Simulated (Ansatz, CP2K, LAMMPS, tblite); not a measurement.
# CP2K on InP with crystalline order left by the classical run (76 atoms): settings against a plane-wave reference, part 3 of 3

Wanted: CP2K inputs and outputs for InP with crystalline order left by the classical run (76 atoms), checked against a plane-wave reference.

Program: CP2K 2026.2; the method stands at each step. Banners, paths, timers and routine set-up lines are dropped from the logs unmarked, and long logs keep their key lines alone; longer cuts are marked.

So far. Step 5 (PBE, DZVP-MOLOPT-SR, 280/60 Ry, diagonalisation): Against the first run (11 %), the force difference from the reference is 15 %, at 0.75 times the CPU time: the grid matters here. Step 6 (PBE, SZV-MOLOPT-SR, 800/60 Ry, diagonalisation): Against the first run (11 %), the force difference from the reference is 49 %, at 0.47 times the CPU time (on 1 against 2 cores), with 494 basis functions against 1444: the smaller basis costs accuracy.

## Step 7: PBE+D3(BJ), DZVP-MOLOPT-SR, 800/60 Ry, diagonalisation

Method: Kohn-Sham DFT, PBE+D3(BJ), GTH-PBE pseudopotentials, Gaussian and plane waves, DZVP-MOLOPT-SR-GTH, diagonalisation.

File input.inp:

```
&GLOBAL
  PROJECT cell
  RUN_TYPE ENERGY_FORCE
  PRINT_LEVEL LOW
&END GLOBAL
&FORCE_EVAL
  METHOD QS
  STRESS_TENSOR ANALYTICAL
  &DFT
    BASIS_SET_FILE_NAME BASIS_MOLOPT
    POTENTIAL_FILE_NAME GTH_POTENTIALS
    &MGRID
      CUTOFF 800
      REL_CUTOFF 60
      NGRIDS 5
    &END MGRID
    &QS
      EPS_DEFAULT 1.0E-12
    &END QS
    &SCF
      SCF_GUESS ATOMIC
      EPS_SCF 1.0E-06
      MAX_SCF 200
      ADDED_MOS 53
      &DIAGONALIZATION
        ALGORITHM STANDARD
      &END DIAGONALIZATION
      &SMEAR ON
        METHOD FERMI_DIRAC
        ELECTRONIC_TEMPERATURE [K] 580
      &END SMEAR
      &MIXING
        METHOD BROYDEN_MIXING
        ALPHA 0.15
        NBROYDEN 8
      &END MIXING
      &PRINT
        &RESTART OFF
        &END RESTART
      &END PRINT
    &END SCF
    &XC
      &XC_FUNCTIONAL PBE
      &END XC_FUNCTIONAL
      &VDW_POTENTIAL
        POTENTIAL_TYPE PAIR_POTENTIAL
        &PAIR_POTENTIAL
          TYPE DFTD3(BJ)
          PARAMETER_FILE_NAME dftd3.dat
          REFERENCE_FUNCTIONAL PBE
        &END PAIR_POTENTIAL
      &END VDW_POTENTIAL
    &END XC
    &PRINT
      &MULLIKEN ON
      &END MULLIKEN
      &HIRSHFELD ON
        SHAPE_FUNCTION DENSITY
      &END HIRSHFELD
      &MO ON
        EIGENVALUES T
        OCCUPATION_NUMBERS T
        MO_INDEX_RANGE 331 354
        &EACH
          QS_SCF 0
        &END EACH
        ADD_LAST NUMERIC
      &END MO
    &END PRINT
  &END DFT
  &SUBSYS
    &CELL
      A 12.38380 0.00000 0.00000
      B 0.00000 12.38380 0.00000
      C 0.00000 0.00000 12.38380
    &END CELL
    &COORD
      In 5.91772 4.23972 2.23230
      In 4.90535 11.05440 0.51219
      In 9.14407 6.18298 3.49248
      In 2.24704 4.53916 4.43278
      In 0.06724 8.14483 4.77012
      In 9.42865 3.92009 12.21984
      In 6.84601 9.83063 3.71564
      In 5.21952 8.77578 9.29206
      In 2.58376 2.29150 0.83293
      In 0.68705 3.64530 9.97849
      In 9.77354 1.61101 8.71151
      In 3.19725 10.07794 6.12614
      In 11.73662 0.30489 11.89984
      In 1.34439 11.45923 2.83577
      In 6.54533 12.09563 7.34248
      In 0.94872 1.32222 6.34868
      In 2.97347 12.36906 9.65354
      In 6.11178 1.96370 10.96338
      In 4.52987 1.00111 4.06325
      In 5.60095 6.51239 5.72416
[... 52 atom lines left out ...]
      P 10.37651 6.31289 0.34117
      P 8.63460 5.31921 5.90608
      P 8.41764 7.57393 9.40302
      P 9.59844 10.87496 7.50434
    &END COORD
    &KIND In
      BASIS_SET DZVP-MOLOPT-SR-GTH-q13
      POTENTIAL GTH-PBE-q13
    &END KIND
    &KIND P
      BASIS_SET DZVP-MOLOPT-SR-GTH-q5
      POTENTIAL GTH-PBE-q5
    &END KIND
  &END SUBSYS
  &PRINT
    &FORCES ON
    &END FORCES
    &STRESS_TENSOR ON
    &END STRESS_TENSOR
  &END PRINT
&END FORCE_EVAL
```

Launch:

```
> OMP_NUM_THREADS=2 cp2k.psmp -i input.inp > output.txt
```

Numbers of over 12 decimals in the logs are rounded to 6 here.

Output:

```text
CP2K| version string:                                       CP2K version 2026.2
 CP2K| Input file name                                                 input.inp
 GLOBAL| Basis set file name                                        BASIS_MOLOPT
 GLOBAL| Potential file name                                      GTH_POTENTIALS
[... lines left out ...]
 Number of electrons:                                                        684
[... lines left out ...]
  Step     Update method      Time    Convergence         Total energy    Change
[... lines left out ...]
  *** SCF run converged in    18 steps ***
[... lines left out ...]
  Fermi energy:                                                 0.183526
  Total energy:                                             -2390.784381
  Total energy (extrapolated to T->0):                      -2390.778513
[... lines left out ...]
 MO| E(Fermi):            0.183526 a.u.          4.994004 eV
[... lines left out ...]
 ENERGY| Total FORCE_EVAL ( QS ) energy [hartree]          -2390.784383
[... lines left out ...]
 FORCES|      1 -7.87909999E-03 -4.59830039E-03 -3.20804496E-03   9.67037412E-03
 FORCES|      2  3.06536822E-03  1.97385399E-03 -8.01373781E-04   3.73293207E-03
 FORCES|      3 -9.45232919E-04  1.25961210E-03  2.19371768E-03   2.70046018E-03
[...]
FORCES|     75  5.13622860E-04 -3.20482399E-03 -3.55746084E-05   3.24591601E-03
 FORCES|     76  6.73408519E-03  5.58108715E-04 -2.98784579E-04   6.76377564E-03
 FORCES| Sum    -1.47105250E-05 -9.49141204E-06  3.40170485E-05
 FORCES| Total atomic force                                       3.82576272E-05
 STRESS| Analytical stress tensor [bar]
 STRESS|                        x                   y                   z
 STRESS|      x       -2.40785753623E+04   1.40769110757E+04   1.28355902529E+04
 STRESS|      y        1.40769110757E+04  -2.20794697041E+04  -1.30094294885E+04
 STRESS|      z        1.28355902529E+04  -1.30094294885E+04  -2.31698634353E+04
 STRESS| 1/3 Trace                                            -2.31093028339E+04
```

It took 5.6 min on 2 threads of Arm Neoverse V2, shared host; peak memory 7 GiB.

Against the reference:

```yaml
r_m_s_force_component: 0.1922 eV/Å
r_m_s_difference_of_force_components: 19.69 meV/Å
longest_difference_of_force_vectors: 47.51 meV/Å
force_difference_over_r_m_s_force: 10.43 %
slope_of_forces_against_the_reference_s: 1.012
correlation_of_force_components: 0.9948
pressure: -2.311 GPa
pressure_difference: -1.653 GPa
```

Against the first run (11 %), the force difference from the reference is 10 %, at 1.00 times the CPU time; the model has changed, so this is no error of the program alone.

## Step 8: The ladder

Differences are against the plane-wave reference, forces as r.m.s. over components; share is that over the reference's r.m.s. force, slope the least-squares factor from reference forces to these. Total energies of different programs have different zeros and aren't compared.

```csv
run,"Δ force, r.m.s. (meV/Å)",share (%),slope,Δ pressure (GPa),cores,CPU time,memory (GiB)
reference,-,-,-,-,4,1.8 min,2.5
"CP2K PBE, DZVP-MOLOPT-SR, 800/60 Ry, diagonalisation",20.5,10.8,1.010,0.455,2,9.8 min,7.0
"CP2K PBE, TZVP-UZH, 800/60 Ry, diagonalisation",23.6,12.5,0.999,0.455,2,14 min,7.1
"CP2K PBE, DZVP-MOLOPT-SR, 560/60 Ry, diagonalisation (coarse)",20.4,10.8,1.009,0.455,2,9.2 min,4.2
"CP2K PBE, DZVP-MOLOPT-SR, 280/60 Ry, diagonalisation (coarse)",27.5,14.5,1.011,0.455,2,7.3 min,1.9
"CP2K PBE, SZV-MOLOPT-SR, 800/60 Ry, diagonalisation (coarse)",93.2,49.3,1.297,4.41,1,4.7 min,6.5
"CP2K PBE+D3(BJ), DZVP-MOLOPT-SR, 800/60 Ry, diagonalisation",19.7,10.4,1.012,-1.65,2,9.8 min,7.0
```

Rows marked coarse were listed beforehand as settings not expected to be converged; some can still land near the reference.

CPU time is summed over cores on a shared host, where runs went side by side, so it is rough. Symmetry, cutoffs, thresholds, outputs and thread counts weren't matched or tuned between programs; memory under MPI is the largest rank's times the ranks.

Mean charges by element (e), by run and scheme:

```csv
run,scheme,In,P
reference,Löwdin,+0.34,-0.30
"CP2K PBE, DZVP-MOLOPT-SR, 800/60 Ry, diagonalisation",Mulliken,+0.26,-0.26
"CP2K PBE, DZVP-MOLOPT-SR, 800/60 Ry, diagonalisation",Hirshfeld,+0.24,-0.24
"CP2K PBE, TZVP-UZH, 800/60 Ry, diagonalisation",Mulliken,+0.43,-0.43
"CP2K PBE, TZVP-UZH, 800/60 Ry, diagonalisation",Hirshfeld,+0.25,-0.25
"CP2K PBE, DZVP-MOLOPT-SR, 560/60 Ry, diagonalisation",Mulliken,+0.26,-0.26
"CP2K PBE, DZVP-MOLOPT-SR, 560/60 Ry, diagonalisation",Hirshfeld,+0.24,-0.24
"CP2K PBE+D3(BJ), DZVP-MOLOPT-SR, 800/60 Ry, diagonalisation",Mulliken,+0.26,-0.26
"CP2K PBE+D3(BJ), DZVP-MOLOPT-SR, 800/60 Ry, diagonalisation",Hirshfeld,+0.24,-0.24
```

The reference's Löwdin charges lack the electrons that the projection spills, 0.023 e an atom on average.

Within one program, basis, potentials and functional, energies share a zero. Each run against its twin at the usual cutoff or grid and solver:

```csv
run,twin,Δ energy (meV/atom),"Δ force, r.m.s. (meV/Å)",CPU time over the twin's
"CP2K PBE, DZVP-MOLOPT-SR, 560/60 Ry, diagonalisation","DZVP-MOLOPT-SR, 800/60 Ry, diagonalisation",-0.0011,1.36,0.93
"CP2K PBE, DZVP-MOLOPT-SR, 280/60 Ry, diagonalisation","DZVP-MOLOPT-SR, 800/60 Ry, diagonalisation",0.0125,19.1,0.75
```

Further runs of this program without a result: CP2K GFN1-xTB, diagonalisation (not converged).

## Step 9: Outcome

- nearest in forces: CP2K PBE+D3(BJ), DZVP-MOLOPT-SR, 800/60 Ry, diagonalisation, 10 %
- its CPU time: 9.8 min

**Reading.** The PBE runs in local orbitals, coarse settings apart, differ by 11 % (CP2K PBE, DZVP-MOLOPT-SR, 800/60 Ry, diagonalisation) to 12 % (CP2K PBE, TZVP-UZH, 800/60 Ry, diagonalisation); basis, grid and potentials can all enter. Rows with another functional or a dispersion term differ by 10 % (CP2K PBE+D3(BJ), DZVP-MOLOPT-SR, 800/60 Ry, diagonalisation), which mixes the change of model with differences of basis and potentials. Runs with settings chosen to be coarse differ by 11 % (CP2K PBE, DZVP-MOLOPT-SR, 560/60 Ry, diagonalisation) to 49 % (CP2K PBE, SZV-MOLOPT-SR, 800/60 Ry, diagonalisation), their programs' other errors included. None of the electronic-structure runs in the table takes under half the reference's CPU time of 1.8 min; they take 2.5 to 7.7 times as much. In pressure, CP2K PBE, SZV-MOLOPT-SR, 800/60 Ry, diagonalisation misses by +4.4 GPa, at the same functional. Charges hang on scheme and program or settings: among these rows the mean for In runs from +0.24 to +0.43 e. The quench rate of 10 K/ps is many orders above laboratory rates, so the cell is likely richer in defects and strain than a real sample. The network of bonds at the start is that of the classical potential that made the cell, and needn't be the one that DFT or experiment would give. The electronic-structure runs sample only Γ, in a cell whose shortest periodic width is 12 Å, which is coarse for a cell with partly filled levels.

[Also dropped from logs without a mark: logging warnings of Python, and SIESTA's first energy breakdown and zero terms.]

[Logs are printed without paths, hosts, clocks, repeated set-up lines and the standing remarks that a program may print on its own settings, such as how far it seeks lower states.]

[Hosts, paths, dates, database ids (printed as entryN), source tags and the programs' standing remarks are cut or masked in the printed files.]
